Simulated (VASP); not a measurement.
Mo: single point with PBE

Mo:

```
CELL_PARAMETERS angstrom
-1.54895 1.54895 1.54895
1.54895 -1.54895 1.54895
1.54895 1.54895 -1.54895
ATOMIC_POSITIONS crystal
Mo 0.00000 0.00000 0.00000
```

The cell isn't the ideal one: a relaxed cell with its volume scaled by 0.94.

```yaml
Program: VASP 6.6.1
Task: single point
Functional: PBE
Potentials_or_basis: VASP PAW PBE potentials, release 64 (Mo_sv)
Cutoff: 700 eV
k_mesh: 18 × 18 × 18
Occupations: gaussian, width 0.1 eV
Spin: no spin polarisation
```

* Pressure: 18.4 GPa
* Band gap on the k mesh: none (metal or under the smearing width)

Levels at points of the mesh, in eV from the Fermi level:
```tsv
k point	band 3	band 4	band 5	band 6	band 7	band 8	band 9	band 10	band 11	band 12
(0.00, 0.00, 0.00)	-34.47	-34.47	-7.43	-1.50	-1.50	-1.50	1.72	1.72	14.87	14.87
(0.50, 0.00, 0.00)	-34.99	-34.49	-5.67	-3.68	1.78	1.80	2.45	5.07	12.03	12.41
(0.50, 0.50, 0.50)	-35.59	-35.59	-5.87	-5.87	4.24	4.24	4.24	9.44	9.44	9.44
```

Wall time 46 s on 1 thread of Intel(R) Xeon(R) Platinum 8175M CPU @ 2.50GHz (Skylake/Cascade Lake), on a shared host, peak memory 0.18 GiB.

Caveat: so large a pressure means that the cell lies far from this level's equilibrium, or that cutoff or potentials fall short.
